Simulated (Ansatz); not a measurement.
Cr:

```
CELL_PARAMETERS angstrom
2.71400 0.00000 0.00000
-1.35700 2.35039 0.00000
0.00000 0.00000 4.41000
ATOMIC_POSITIONS crystal
Cr 0.66667 0.33333 0.75000
Cr 0.33333 0.66667 0.25000
```

This isn't the form of Cr at room conditions, which is bcc.

Below is the output of Ansatz 0.2.0 for this cell. Logs are shortened: lines on timing, memory, paths and dates and some standing lists are left out, and cuts for length are marked.

```text
Warning: output.stress: scf.convergence.dr2_threshold = 1e-7 eV (the SCF's general default) is looser than the 2e-10 eV advised for a printed stress (1e-10 eV for each atom of the cell: 2). What an SCF threshold leaves in a stress goes as its square root, and in the free energy as the threshold itself, and one threshold admits the most on a small cell: of the crystals measured, under no hybrid functional and no lock of the moments, on runs that ended without the residual-converged pass, on stresses that held no estimate of that error, the worst erred by over 100 MPa in a component at 1e-7 eV an atom and by under 5 at 1e-10. Set scf.convergence.dr2_threshold to 2e-10 eV or tighter. The threshold is an SCF's pass mark: one that does not reach it within its budget of iterations ends unconverged, or closes short of it on a stop that the run arms, and scf.convergence.dr2_threshold's page says what that costs each kind of run
Warning: RAYON_NUM_THREADS=2 ignored (pool sized by the plan → 2); use --threads N
Engine: ansatz 0.2.0, aarch64-unknown-linux-gnu
Pseudopotentials: kind: paw
Pseudopotential: Cr, paw, valence charge 14, recommended cutoff 420 eV (normal), Cr.paw.azcp
Functional definition: PBE
  parameter kappa = 0.804
  parameter beta = 0.06672455060314922
  exchange = pbe_x(kappa = kappa, mu = beta*pi^2/3)
  correlation = pbe_c(beta = beta)
Crystal: 2 atoms, lattice volume = 28.131 Å³
Basis set: ecut = 420 eV, 549 PW (Γ), exchange–correlation on 40×40×60 points (8 copies of the dense FFT grid, shifted against one another)
Bands: 21, of which v1, the nominal top of the filled ones, is band 14 counted from 1 (13 counted from 0)
Symmetry: 24 space group operations
Space group: P63/mmc (ITA 194), of the structure as read, at distance tolerance 3.0e-5 Å
Magnetic group: BNS 194.263 (UNI 1493), of the structure as read, at distance tolerance 3.0e-5 Å
k-points: 36 of 405
Non-local potential: Cr, projectors of the file, l = 0: 3, l = 1: 2, l = 2: 3, l = 3: 1
PAW form: soft (Blöchl's): semilocal exchange-correlation on the pseudo side does not see the compensation charge
PAW one-centre angular grid: Cr, 590 points (default); XC on 64 Gauss nodes
Initial density: superposition of atomic densities (chi_scale 0.1, normalization cell)
Starting moments: Σ|m| = 6 μB on 2 of 2 sites
Initial wavefunctions: pseudopotential atomic-orbital guess
Functional: x = pbe(κ = 0.804, μ = 0.2195149727645171), c = pbe(β = 0.06672455060314922)
SCF iter   1: F=—  HF=-6754.440335 eV  |F-HF|=—  |Δ(HF+E_count)|=         —  Δρ=1.36e-1 (↑1.36e-1 ↓3.64e-2)  dr2=6.40e0  dr2_m=9.71e-1  M=6.000 μB ∫|m|=6.000 μB  β_m=0.30  ethr=3.10e-3  ⟨swp⟩=3.7  Hψ=5306  notcnv=0
preconditioner: auto → none  [metal: Δε(μ)=0.028 eV  Ē_g=6.148 eV  σ=0.050 eV  W_gap=0.14  n_scr=8 (ndim 8)  ℏωp=24.3 eV  f_vac=0.000  D(μ)=3.90/eV (n_scr^D=54)  sad-step TF]
[... 12 lines left out ...]
Absolute magnetization: 6.0002 μB (∫|ρ↑−ρ↓|, with the PAW one-centre terms)
Spin contamination: 0.0144 ħ² per cell (⟨S²⟩ above its minimum at these occupations)
Per-site moments (μB) at R_I (Å): [(2.709538183692072, 1.1158327308725133), (2.7095381836920716, 1.1158327308725133)]
Free energy (F): -6753.034569 eV
Harris-Foulkes:  -6753.034569 eV  (|F-HF|=1.57e-8)
Internal energy: -6752.999106 eV  (E = F + TS)
E sigma→0 (E₀):  -6753.016837 eV
Entropy (-TS):   -0.035462 eV (-17.731 meV/atom)
Fermi energy:    15.728993 (↑ 16.326271, ↓ 15.131716) eV
--- Per-component energies (eV) ---
  E_band       = -376.598711
  E_kinetic    = 683.799094
  E_local      = -2719.779054  (includes V_loc(G=0)·N_el)
  E_nonlocal   = 165.431024
  E_hartree    = 1166.760982
  E_xc         = -277.080928
  E_vxc        = -353.253820  (∫ρ·V_xc dr)
  E_paw        = -2395.309053  (= ΣΔE_a)
  E_vpaw       = -486.330790  (= ΣTr[D̂ρ^β])
  E_aug_tail   = 0.000792  (compensation charges beyond the density's cutoff)
  E_ewald      = -3376.821965
  E_smearing   = -0.035462  (= −TS)
  E_closure    = -0.000000  (closes the sum)
  Σ components = -6753.034569   (vs F -6753.034569, Δ=0.00e0)
--- Forces (eV/Å), atoms counted from 1 ---
  atom   1  Cr     0.00000000     0.00000000     0.00000000
  atom   2  Cr     0.00000000    -0.00000000     0.00000000
  max |Σ_I F_I| component: 1.85e-17 eV/Å
--- Stress (GPa, compression-positive) ---
        8.291134       0.000000       0.000000
        0.000000       8.291134       0.000000
        0.000000       0.000000       4.931096
  P = ⅓ Tr σ = 7.1711 GPa (71.711 kbar)
--- Band table (eV; the first three rows and the last of 72) ---
  k-point 0 ↑: bands = ["-56.7661", "-56.6758", "-28.3318", "-27.9063", "-27.9063", "-27.8380", "-27.8380", "-27.8328", "7.7093", "11.3035", "14.3391", "14.3685", "14.3685", "14.7419", "14.7419", "15.1810", "15.1810", "15.3019", "16.4574", "16.4574", "22.2528"]
  k-point 1 ↑: bands = ["-56.7575", "-56.6845", "-28.2853", "-27.8998", "-27.8998", "-27.8816", "-27.8445", "-27.8445", "8.0600", "11.1317", "14.2084", "14.2824", "14.2824", "14.5491", "14.6225", "14.6225", "15.4334", "15.4334", "16.4324", "16.4324", "23.7494"]
  k-point 2 ↑: bands = ["-56.7351", "-56.7072", "-28.1623", "-28.0081", "-27.8828", "-27.8828", "-27.8616", "-27.8616", "9.0337", "10.3050", "13.8420", "13.9229", "14.2518", "14.2518", "14.3936", "14.3936", "15.8940", "15.8940", "16.2663", "16.2663", "26.9067"]
  k-point 35 ↓: bands = ["-53.9089", "-53.9089", "-25.5322", "-25.5322", "-25.4453", "-25.3954", "-25.2288", "-25.2288", "14.6143", "14.6809", "14.8797", "14.8797", "15.7285", "15.7285", "17.4788", "17.9154", "19.0846", "19.0846", "23.0923", "23.0923", "23.9800"]
```

Q: What input gives this log?

A: Single point with PBE, collinear spin, ferromagnetic start. The files as run (others can give the same):

input.yaml
```yaml
crystal:
  lattice:
    - [2.714, 0.0, 0.0]
    - [-1.357, 2.3503929459, 0.0]
    - [0.0, 0.0, 4.41]
  atoms:
    - { symbol: Cr, position: [0.6666666667, 0.3333333333, 0.75], spin: 3.0 }
    - { symbol: Cr, position: [0.3333333333, 0.6666666667, 0.25], spin: 3.0 }
hamiltonian:
  xc: pbe
  pseudopotentials: { kind: paw }
magnetization:
  spin_polarized: true
  initial_magnetization: 6.0
  spin_locking: { lock_magnetization: hard }
kpoints:
  mp_grid: { grid: [9, 9, 5] }
scf:
  occupations: { method: fermi_dirac, width: 0.05 }
  lower_state_search: "off"
output:
  forces: true
  stress: true
  eigenvalues: true
```

Potentials or basis: Ansatz PAW.
Command:
```bash
$ ansatz run input.yaml --threads 2 --pin off --max-ram 5632MiB --backend cpu --events-out ev --progress --plain --runs-dir out
```

Caveat: the total moment is fixed, so each spin has its own Fermi level; the thresholds are loose for stress.
